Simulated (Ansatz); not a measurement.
# CoO (R-3m) in Ansatz: notebook, part 3 of 3

Ansatz 0.2.0. Earlier steps stand in the parts before.

### 5 Band structure, revPBE, collinear spin, ferromagnetic start

The input, input.yaml:

```yaml
crystal:
  lattice:
    - [1.5054695445, 0.8691832468, 2.4399269062]
    - [-1.5054695445, 0.8691832468, 2.4399269062]
    - [0.0, -1.7383664936, 2.4399269062]
  atoms:
    - { symbol: Co, position: [0.0, 0.0, 0.0], spin: 2.0 }
    - { symbol: O, position: [0.5, 0.5, 0.5] }
hamiltonian:
  xc: revpbe
  pseudopotentials: { kind: paw }
magnetization:
  spin_polarized: true
kpoints:
  mp_grid: { grid: [11, 11, 11] }
  band_path:
    path:
      - [[0.0, 0.0, 0.0], [0.5, 0.0, 0.0], [0.5, 0.2512681158, -0.2512681158]]
      - [[0.7487318842, 0.5, 0.2512681158], [0.5, 0.5, 0.5], [0.0, 0.0, 0.0], [0.3756340579, 0.0, -0.3756340579]]
      - [[0.6243659421, 0.3756340579, 0.0], [0.5, 0.5, 0.0], [0.6243659421, 0.6243659421, 0.2512681158], [0.5, 0.5, 0.5]]
      - [[0.5, 0.0, 0.0], [0.7487318842, 0.3756340579, 0.3756340579]]
    npoints: 14
scf:
  occupations: { method: fermi_dirac, width: 0.05 }
  n_extra_bands: 6
output:
  forces: true
  stress: true
  eigenvalues: true
  fatbands: false
```

Potentials or basis: Ansatz PAW.

The run is started by

```console
ansatz run input.yaml --threads 2 --pin off --max-ram 5632MiB --backend cpu --events-out ev --progress --plain --runs-dir out
```

Log:

```text
Warning: RAYON_NUM_THREADS=2 ignored (pool sized by the plan → 2); use --threads N
scf.n_extra_bands = 6 over 12 filled bands (N_el = 23.0): the run solves 18 bands
Engine: ansatz 0.2.0, aarch64-unknown-linux-gnu
Pseudopotentials: kind: paw
Pseudopotential: Co, paw, valence charge 17, recommended cutoff 420 eV (normal), Co.paw.azcp
Pseudopotential: O, paw, valence charge 6, recommended cutoff 420 eV (normal), O.paw.azcp
Functional definition: revPBE
  parameter kappa = 1.245
  parameter beta = 0.06672455060314922
  exchange = pbe_x(kappa = kappa, mu = beta*pi^2/3)
  correlation = pbe_c(beta = beta)
Crystal: 2 atoms, lattice volume = 19.156 Å³
Basis set: ecut = 420 eV, 339 PW (Γ), exchange–correlation on 48×48×48 points (8 copies of the dense FFT grid, shifted against one another)
Bands: 18, of which v1, the nominal top of the filled ones, is band 12 counted from 1 (11 counted from 0)
Symmetry: 12 space group operations
Space group: R-3m (ITA 166), of the structure as read, at distance tolerance 2.7e-5 Å
Magnetic group: BNS 166.97 (UNI 1327), of the structure as read, at distance tolerance 2.7e-5 Å
k-points: 146 of 1331
Non-local potential: Co, projectors of the file, l = 0: 3, l = 1: 2, l = 2: 3, l = 3: 1
Non-local potential: O, projectors of the file, l = 0: 2, l = 1: 2, l = 2: 1
PAW form: soft (Blöchl's): semilocal exchange-correlation on the pseudo side does not see the compensation charge
PAW frozen core: Co, regenerated for the run's functional, and the local potential with it (the file was generated under x = pbe(κ = 0.804, μ = 0.2195149727645171), c = pbe(β = 0.06672455060314922))
PAW frozen core: O, regenerated for the run's functional, and the local potential with it (the file was generated under x = pbe(κ = 0.804, μ = 0.2195149727645171), c = pbe(β = 0.06672455060314922))
PAW one-centre angular grid: Co, 590 points (default); XC on 64 Gauss nodes
PAW one-centre angular grid: O, 110 points (default); XC on 64 Gauss nodes
Initial density: superposition of atomic densities (chi_scale 0.1, normalization cell, long waves kept (reshape's long-wave potential 0.00 eV rms))
Starting moments: Σ|m| = 2 μB on 1 of 2 sites
Initial wavefunctions: pseudopotential atomic-orbital guess
Functional: x = revpbe(κ = 1.245, μ = 0.2195149727645171), c = pbe(β = 0.06672455060314922)
SCF iter   1: F=—  HF=-5695.911974 eV  |F-HF|=—  |Δ(HF+E_count)|=         —  Δρ=1.17e-1 (↑1.17e-1 ↓9.87e-2)  dr2=6.05e0  dr2_m=1.58e-1  M=2.113 μB ∫|m|=2.113 μB  β_m=0.30  ethr=3.10e-3  ⟨swp⟩=5.7  Hψ=22927  notcnv=0
[... 13 lines left out ...]
SCF iter  12: F=—  HF=-5696.882300 eV  |F-HF|=—  |Δ(HF+E_count)|=   3.10e-6  Δρ=6.13e-5 (↑1.40e-5 ↓6.13e-5)  dr2=3.55e-7  dr2_m=1.73e-7  M=2.927 μB ∫|m|=2.945 μB  β_m=0.98  ethr=3.01e-9  ⟨swp⟩=2.0  Hψ=8771  notcnv=0  defer=315
SCF iter  13: F=—  HF=-5696.882301 eV  |F-HF|=—  |Δ(HF+E_count)|=   1.81e-7  Δρ=1.38e-5 (↑3.64e-6 ↓1.38e-5)  dr2=1.38e-8  dr2_m=7.14e-9  M=2.927 μB ∫|m|=2.945 μB  β_m=0.96  ethr=1.55e-9  ⟨swp⟩=2.0  Hψ=8662  notcnv=0  defer=315
SCF iter  14: F=-5696.882301 eV  HF=-5696.882301 eV  |F-HF|=1.06e-8  |Δ(HF+E_count)|=   3.31e-8  Δρ=8.16e-6 (↑3.00e-6 ↓8.16e-6)  dr2=1.18e-8  dr2_m=3.03e-9  M=2.927 μB ∫|m|=2.945 μB  ethr=6.02e-11  ⟨swp⟩=6.7  Hψ=21711  notcnv=0
SCF 1 converged in 14 iterations: F = -5696.882301 eV  dr2 = 1.18e-8
NSCF: frozen V_eff on 130 k-points
SCF converged after 14 iterations
Magnetization: 2.9269 μB (12.9635 up, 10.0365 down)
Absolute magnetization: 2.9451 μB (∫|ρ↑−ρ↓|, with the PAW one-centre terms)
Spin contamination: 0.0081 ħ² per cell (⟨S²⟩ above its minimum at these occupations)
Per-site moments (μB) at R_I (Å): [(2.4957717734246008, 0.876038603632342), (0.31689459998869135, 0.876038603632342)]
Free energy (F): -5696.882301 eV
Harris-Foulkes:  -5696.882301 eV  (|F-HF|=1.06e-8)
Internal energy: -5696.848865 eV  (E = F + TS)
E sigma→0 (E₀):  -5696.865583 eV
Entropy (-TS):   -0.033435 eV (-16.718 meV/atom)
Fermi energy:    14.178575 eV
--- Per-component energies (eV) ---
  E_band       = -300.025892
  E_kinetic    = 617.988799
  E_local      = -3420.700364  (includes V_loc(G=0)·N_el)
  E_nonlocal   = 513.590774
  E_hartree    = 1405.946806
  E_xc         = -229.153925
  E_vxc        = -294.045548  (∫ρ·V_xc dr)
  E_paw        = -1681.790745  (= ΣΔE_a)
  E_vpaw       = -528.759912  (= ΣTr[D̂ρ^β])
  E_aug_tail   = 0.002493  (compensation charges beyond the density's cutoff)
  E_ewald      = -2902.684276
  E_core_change = -0.048428  (= ΣΔE_core)
  E_smearing   = -0.033435  (= −TS)
  E_closure    = -0.000000  (closes the sum)
  Σ components = -5696.882301   (vs F -5696.882301, Δ=0.00e0)
--- Forces (eV/Å), atoms counted from 1 ---
  atom   1  Co    -0.00000000     0.00000000     0.00000000
  atom   2  O      0.00000000     0.00000000     0.00000000
  max |Σ_I F_I| component: 4.21e-30 eV/Å
--- Stress (GPa, compression-positive) ---
        4.664342       0.000000      -0.000000
        0.000000       4.664342      -0.000000
       -0.000000      -0.000000       4.157756
  P = ⅓ Tr σ = 4.4955 GPa (44.955 kbar)
--- Band table (eV; the first three rows and the last of 292) ---
  k-point 0 ↑: bands = ["-82.8311", "-46.0551", "-46.0551", "-46.0311", "-6.2131", "10.8516", "10.8516", "10.9548", "10.9548", "11.0036", "11.0318", "11.0318", "11.0935", "15.1616", "30.9837", "32.2085", "32.2085", "32.4242"]
  k-point 1 ↑: bands = ["-82.8309", "-46.0579", "-46.0555", "-46.0318", "-6.1271", "10.0678", "10.0797", "10.1047", "11.0728", "11.1107", "11.3857", "11.7866", "11.8120", "15.7418", "29.3339", "31.9196", "32.0937", "33.0129"]
  k-point 2 ↑: bands = ["-82.8301", "-46.0655", "-46.0565", "-46.0335", "-5.8872", "8.8081", "9.3237", "9.3633", "11.2239", "11.2646", "11.6019", "12.6260", "12.6405", "16.9434", "27.1562", "30.8373", "30.9699", "33.4441"]
  k-point 145 ↓: bands = ["-79.7524", "-43.0652", "-43.0376", "-43.0356", "-4.3922", "6.6342", "9.3377", "9.4574", "14.0372", "14.0613", "14.3273", "16.6035", "16.9228", "20.0185", "24.3782", "27.3648", "28.2556", "36.1690"]
```

It took 9.6 s on 2 threads of Arm Neoverse V1, shared host; peak memory 0.36 GiB.

Results:

```
Free energy            : -5696.8823 eV
Pressure               : 4.5 GPa
Band gap on the k mesh : none (metal or under the smearing width)
Net moment             : 2.93 μB per cell
Absolute moment        : 2.95 μB per cell
Site moments           : Co +2.50; O +0.32 μB
```

Levels at the corners of the path, in eV from the Fermi level:
Spin up:
```tsv
point	band 10	band 11	band 12	band 13	band 14	band 15	band 16	band 17
Γ	-3.17	-3.15	-3.15	-3.09	0.98	16.81	18.03	18.03
L	-2.37	-1.85	0.07	0.08	5.06	9.37	13.42	13.52
B1	-2.34	-2.33	-2.11	-1.39	8.14	9.98	10.06	12.73
B	-2.34	-2.33	-2.11	-1.39	8.14	9.98	10.06	12.73
Z	-2.40	-1.80	0.09	0.09	5.00	9.48	13.32	13.32
Γ	-3.17	-3.15	-3.15	-3.09	0.98	16.81	18.03	18.03
X	-2.22	-2.10	-1.99	-1.34	7.46	9.71	9.82	15.15
Q	-2.22	-2.10	-1.99	-1.34	7.46	9.71	9.82	15.15
F	-2.97	-2.46	-2.12	-2.10	5.89	9.85	11.67	15.72
P1	-2.25	-2.08	-1.96	-1.33	7.46	9.67	9.86	15.02
Z	-2.40	-1.80	0.09	0.09	5.00	9.48	13.32	13.32
L	-2.37	-1.85	0.07	0.08	5.06	9.37	13.42	13.52
P	-2.25	-2.08	-1.96	-1.33	7.46	9.67	9.86	15.02
```
Spin down:
| point | band 7 | band 8 | band 9 | band 10 | band 11 | band 12 | band 13 | band 14 |
| --- | --- | --- | --- | --- | --- | --- | --- | --- |
| Γ | -2.67 | -2.61 | -1.12 | -1.12 | -1.11 | 0.14 | 0.14 | 1.52 |
| L | -4.72 | -4.67 | -0.14 | -0.12 | 0.18 | 2.78 | 2.80 | 5.32 |
| B1 | -5.70 | -5.10 | -0.40 | -0.38 | 0.14 | 0.98 | 1.71 | 9.08 |
| B | -5.70 | -5.10 | -0.40 | -0.38 | 0.14 | 0.98 | 1.71 | 9.08 |
| Z | -4.74 | -4.74 | -0.10 | -0.10 | 0.18 | 2.80 | 2.80 | 5.26 |
| Γ | -2.67 | -2.61 | -1.12 | -1.12 | -1.11 | 0.14 | 0.14 | 1.52 |
| X | -5.74 | -4.34 | -1.05 | -0.02 | 0.16 | 1.22 | 1.68 | 8.30 |
| Q | -5.74 | -4.34 | -1.05 | -0.02 | 0.16 | 1.22 | 1.68 | 8.30 |
| F | -3.94 | -3.89 | -2.27 | 0.13 | 0.14 | 0.62 | 1.09 | 6.77 |
| P1 | -5.73 | -4.40 | -1.01 | -0.01 | 0.14 | 1.22 | 1.70 | 8.30 |
| Z | -4.74 | -4.74 | -0.10 | -0.10 | 0.18 | 2.80 | 2.80 | 5.26 |
| L | -4.72 | -4.67 | -0.14 | -0.12 | 0.18 | 2.78 | 2.80 | 5.32 |
| P | -5.73 | -4.40 | -1.01 | -0.01 | 0.14 | 1.22 | 1.70 | 8.30 |

Caveat: the pressure holds a Pulay correction of +0.7 GPa for the finite cutoff; a cell with one magnetic atom can't hold antiferromagnetic order, which such compounds often take; semilocal functionals often make such compounds metallic where correlation or magnetic order opens a gap, which also shifts bond lengths; the PAW data sets come from PBE, with cores solved anew for the run's functional, which leaves a small shift of forces and pressure.

### 6 Band structure, BLYP, collinear spin, ferromagnetic start

input.yaml, as its differences from that of step 5:

```diff
@@ -9,3 +9,3 @@
 hamiltonian:
-  xc: revpbe
+  xc: blyp
   pseudopotentials: { kind: paw }
```

Potentials or basis: Ansatz PAW.

The run is started by

```console
ansatz run input.yaml --threads 2 --pin off --max-ram 5632MiB --backend cpu --events-out ev --progress --plain --runs-dir out
```

It took 9.7 s on 2 threads of Arm Neoverse V1, shared host; peak memory 0.37 GiB.

It converged, with:

```
Free energy            : -5702.3616 eV
Pressure               : 6.8 GPa
Band gap on the k mesh : none (metal or under the smearing width)
Net moment             : 2.79 μB per cell
Absolute moment        : 2.80 μB per cell
Site moments           : Co +2.38; O +0.29 μB
```

Stress tensor (GPa, compression positive):
```
6.95 0.00 0.00
0.00 6.95 0.00
0.00 0.00 6.57
```

Levels at the corners of the path, in eV from the Fermi level:
Spin up:
| point | band 11 | band 12 | band 13 | band 14 | band 15 | band 16 |
| --- | --- | --- | --- | --- | --- | --- |
| Γ | -2.95 | -2.95 | -2.90 | 1.29 | 17.52 | 18.41 |
| L | -1.69 | 0.22 | 0.23 | 5.48 | 9.45 | 13.63 |
| B1 | -2.16 | -1.92 | -1.18 | 8.17 | 10.31 | 10.39 |
| B | -2.16 | -1.92 | -1.18 | 8.17 | 10.31 | 10.39 |
| Z | -1.64 | 0.24 | 0.24 | 5.42 | 9.57 | 13.53 |
| Γ | -2.95 | -2.95 | -2.90 | 1.29 | 17.52 | 18.41 |
| X | -1.87 | -1.81 | -1.15 | 7.54 | 10.07 | 10.11 |
| Q | -1.87 | -1.81 | -1.15 | 7.54 | 10.07 | 10.11 |
| F | -2.20 | -1.93 | -1.91 | 5.99 | 10.10 | 12.21 |
| P1 | -1.85 | -1.79 | -1.13 | 7.56 | 10.00 | 10.16 |
| Z | -1.64 | 0.24 | 0.24 | 5.42 | 9.57 | 13.53 |
| L | -1.69 | 0.22 | 0.23 | 5.48 | 9.45 | 13.63 |
| P | -1.85 | -1.79 | -1.13 | 7.56 | 10.00 | 10.16 |
Spin down:
```tsv
point	band 6	band 7	band 8	band 9	band 10	band 11	band 12	band 13	band 14	band 15
Γ	-2.69	-2.69	-2.64	-1.12	-1.12	-1.10	0.09	0.09	1.79	17.47
L	-7.59	-4.73	-4.68	-0.15	-0.14	0.16	2.73	2.75	5.76	10.18
B1	-5.60	-5.59	-5.09	-0.41	-0.39	0.12	0.94	1.67	8.97	10.81
B	-5.60	-5.59	-5.09	-0.41	-0.39	0.12	0.94	1.67	8.97	10.81
Z	-7.57	-4.75	-4.75	-0.12	-0.12	0.16	2.76	2.76	5.70	10.30
Γ	-2.69	-2.69	-2.64	-1.12	-1.12	-1.10	0.09	0.09	1.79	17.47
X	-6.00	-5.66	-4.34	-1.03	-0.04	0.14	1.18	1.63	8.25	10.56
Q	-6.00	-5.66	-4.34	-1.03	-0.04	0.14	1.18	1.63	8.25	10.56
F	-6.36	-3.92	-3.87	-2.19	0.11	0.12	0.57	1.05	6.72	10.55
P1	-5.99	-5.66	-4.40	-0.99	-0.03	0.12	1.18	1.65	8.26	10.52
Z	-7.57	-4.75	-4.75	-0.12	-0.12	0.16	2.76	2.76	5.70	10.30
L	-7.59	-4.73	-4.68	-0.15	-0.14	0.16	2.73	2.75	5.76	10.18
P	-5.99	-5.66	-4.40	-0.99	-0.03	0.12	1.18	1.65	8.26	10.52
```

Caveat: the pressure holds a Pulay correction of +0.9 GPa for the finite cutoff; a cell with one magnetic atom can't hold antiferromagnetic order, which such compounds often take; semilocal functionals often make such compounds metallic where correlation or magnetic order opens a gap, which also shifts bond lengths; the PAW data sets come from PBE, with cores solved anew for the run's functional, which leaves a small shift of forces and pressure. With open d or f shells a metallic result of BLYP can be an artefact of self-interaction; +U or a hybrid may open a gap.

### 7 Summary

| task | level | k mesh | atoms under strain | points for each segment of the path | gap on the mesh (eV) | pressure (GPa) | moment (μB) |
| --- | --- | --- | --- | --- | --- | --- | --- |
| phonons | PBEsol | 8 × 8 × 8 | - | - | none | - | 2.91 |
| elastic constants | PBEsol | 8 × 8 × 8 | clamped | - | none | -9.5 | 2.91 |
| band structure | RPBE | 11 × 11 × 11 | - | 14 | none | 6.2 | 2.93 |
| band structure | revPBE | 11 × 11 × 11 | - | 14 | none | 4.5 | 2.93 |
| band structure | BLYP | 11 × 11 × 11 | - | 14 | none | 6.8 | 2.79 |

Alike in all rows: potentials or basis Ansatz PAW; spin collinear, ferromagnetic start; cell as given; cutoff (eV) 420; smearing fermi-dirac 0.05 eV.

Every run on the cell as given and a fine mesh finds a metal. The pressure there spans -9.5 GPa (PBEsol) to 6.8 GPa (BLYP); a positive pressure means that this level wants a larger cell, a negative one a smaller.

Caveats: a cell with one magnetic atom can't hold antiferromagnetic order, which such compounds often take; semilocal functionals often make such compounds metallic where correlation or magnetic order opens a gap, which also shifts bond lengths; the PAW data sets come from PBE, with cores solved anew for the run's functional, which leaves a small shift of forces and pressure; the cell is more than 3 GPa from zero pressure, which shifts response properties (some runs); the elastic tensor has a negative eigenvalue, so either the cell is unstable as it stands or the mesh is too thin (some runs).

Total energies depend on the potentials used, so only differences within one code and one set of settings carry meaning.
